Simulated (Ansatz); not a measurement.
# How strongly the parts of twisted blue phosphorene bilayer, 87.80° (52 atoms) bind: runs compared

How much energy holds the two parts of twisted blue phosphorene bilayer, 87.80° (52 atoms) together, how does it fall off with distance, and how much does it hang on the functional?

Computed with Ansatz 0.2.0: Kohn-Sham DFT, PBE+D3(BJ), PAW (set soft_2), plane waves.

### 1. The cell as built

The cell holds 52 atoms: 52 P. Cell: a = 11.826 Å, b = 11.826 Å, c = 17.960 Å, α = 90.0°, β = 90.0°, γ = 120.0°. It derives from P (blue phosphorene). Blue phosphorene (a = 3.28 Å) under blue phosphorene (a = 3.28 Å), bilayer, commensurate cell of 13 unit cells a layer, twist 87.80 deg; facing planes 3.48 Å apart; 12 Å of vacuum; layers as built, displaced by a Gaussian of 0.01 Å. Regions: layer 1, 26 atoms (26 P); layer 2, 26 atoms (26 P). Vacuum lies along c.

### 2. The reference run

The reference is a single point at the end of the relaxation.

The parts (lower: layer 1 and upper: layer 2) keep their atoms where they stand in it, and shifted cells move the upper part rigidly.

Its input, with most atom lines left out:

```yaml
crystal:
  lattice:
    - [11.8262, 0.0, 0.0]
    - [-5.9131, 10.24179, 0.0]
    - [0.0, 0.0, 17.96]
  atoms:
    - { symbol: P, position: [0.12924, 0.17929, 0.40163] }
    - { symbol: P, position: [0.18007, 0.05085, 0.33266] }
    - { symbol: P, position: [0.20361, 0.48704, 0.40207] }
    - { symbol: P, position: [0.25757, 0.36012, 0.33367] }
    - { symbol: P, position: [0.28427, 0.79733, 0.40206] }
    - { symbol: P, position: [0.33386, 0.66697, 0.33371] }
    - { symbol: P, position: [0.35911, 0.1024, 0.40218] }
    [... atom lines 8 to 52 left out ...]
kpoints:
  mp_grid: { grid: [3, 3, 1] }
hamiltonian:
  xc: pbe
  dispersion: d3bj
scf:
  occupations: { method: fixed }
output:
  forces: true
  populations: true
  dos:
    method: { smearing: { sigma: 0.08 } }
    de: 0.1
    projected:
      site_lists:
        P: [P]
        layer_1: [0, 1, 2, 3, 4, 5, 6, 7, 8, 9, 10, 11, 12, 13, 14, 15, 16, 17, 18, 19, 20, 21, 22, 23, 24, 25]
        layer_2: [26, 27, 28, 29, 30, 31, 32, 33, 34, 35, 36, 37, 38, 39, 40, 41, 42, 43, 44, 45, 46, 47, 48, 49, 50, 51]
  eigenvalues: true
  write_density: true
  write_potential: true
  volumetric_format: npy
  elf: true
```

| Property | Result |
| --- | --- |
| free energy per atom | -755.9072 eV/atom |
| r.m.s. force component | 0.00323 eV/Å |

Filled and empty levels are parted by 1.42 eV (on the run's k-points); a semilocal functional tends to put such gaps too low.

### 3. The runs

Each row is one run, on 4 threads of Arm Neoverse V1, shared host. The free energy is the program's total, comparable only between runs with the same functional, potentials and atoms, or as a whole against its parts.

```
                                 run  atoms    outcome  ionic steps, all passes  free energy (eV)     time  host memory (GiB)
           Single point at the start     52  converged                        -        -39307.090     55 s                5.9
                          Relaxation     52  converged                        3        -39307.176  2.2 min                5.9
Single point at the relaxed geometry     52  converged                        -        -39307.176  2.5 min                6.9
                The lower part alone     26  converged                        -        -19652.677     55 s                3.9
                The upper part alone     26  converged                        -        -19652.677     59 s                3.9
          Upper part moved by +0.3 Å     52  converged                        -        -39307.056     69 s                6.5
          Upper part moved by -0.3 Å     52  converged                        -        -39307.023     70 s                6.5
          Upper part moved by +0.8 Å     52  converged                        -        -39306.674     74 s                6.5
          Upper part moved by +1.6 Å     52  converged                        -        -39306.154     73 s                6.5
            Upper part moved by +3 Å     52  converged                        -        -39305.741     73 s                6.5
                     Whole cell, LDA     52  converged                        -        -37744.276     56 s                5.7
                     Lower part, LDA     26  converged                        -        -18871.736     35 s                3.4
                     Upper part, LDA     26  converged                        -        -18871.736     34 s                3.4
            Whole cell, r2SCAN+rVV10     52  converged                        -        -39445.671  4.8 min                 10
            Lower part, r2SCAN+rVV10     26  converged                        -        -19722.200  3.6 min                8.8
            Upper part, r2SCAN+rVV10     26  converged                        -        -19722.200  3.7 min                8.8
```

In some runs the program notes that the exchange-correlation potential is rough where the density is thin.

### 4. Interaction energy

Whole cell less its two parts, each frozen at the geometry of the whole and solved in the same cell with the same functional, so that energy zeros cancel. The upper part is 'layer 2' and the lower part 'layer 1'. The nearest atoms of the two parts stand 3.57 Å apart. The face is 121.1 Å².

```
  functional  interaction energy (eV)  of it, the added dispersion term (eV)  per area (meV/Å²)  per area (J/m²)  per atom of the upper part (meV)
  PBE+D3(BJ)                   -1.822                                 -2.369              -15.0            -0.24                             -70.1
         LDA                   -0.804                                      -               -6.6            -0.11                             -30.9
r2SCAN+rVV10                   -1.270                                      -              -10.5            -0.17                             -48.9
```

### 5. Energy against separation

The upper part is moved rigidly along the normal from its place in the reference.

```
shift (Å)  energy change (eV)  per area (meV/Å²)  share of the binding lost (%)  gap (eV)
     -0.3               0.152               1.26                              -                1.19
     +0.0               0.000               0.00                              -                1.42
     +0.3               0.120               0.99                              7                1.56
     +0.8               0.502               4.14                             28                1.72
     +1.6               1.022               8.44                             56                1.83
     +3.0               1.434              11.84                             79                1.88
```

### 6. Levels of whole and parts

```
      cell  gap (eV)  vacuum level at the upper face, over the highest filled level, or over E_F where no gap is given (eV)  moment (μB)
     whole                1.42                                                                                                   5.69      no spin
lower part                1.89                                                                                                   6.14      no spin
upper part                1.89                                                                                                   6.14      no spin
```

### 7. Findings

The parts bind with 15.0 meV/Å² (1.82 eV for the cell) at the level PBE+D3(BJ), the size of van der Waals binding between sheets. The added dispersion term contributes -2.369 eV, the functional itself 0.547 eV. At this one geometry the functionals range from -15.0 (PBE+D3(BJ)) to -6.6 meV/Å² (LDA). The curvature over ±0.3 Å is 0.40×10²⁰ N/m³. At +3.0 Å, 79 % of the binding is lost; the shift also narrows the vacuum to the periodic image. On the run's k-points the gap of the whole, 1.42 eV, lies 0.47 eV under the smaller of the parts'.

Caveats: The functionals run at their own default cutoffs. The parts are frozen, so the energy of their deformation isn't counted. No correction is made for dipoles across the vacuum, and the parts also feel their periodic images through it.

The DFT runs together took 28 min of wall time.

[Logs are printed without paths, hosts, clocks, repeated set-up lines and the standing remarks that a program may print on its own settings, such as how far it seeks lower states.]

[Hosts, paths, dates, database ids (printed as entryN), source tags and the programs' standing remarks are cut or masked in the printed files.]
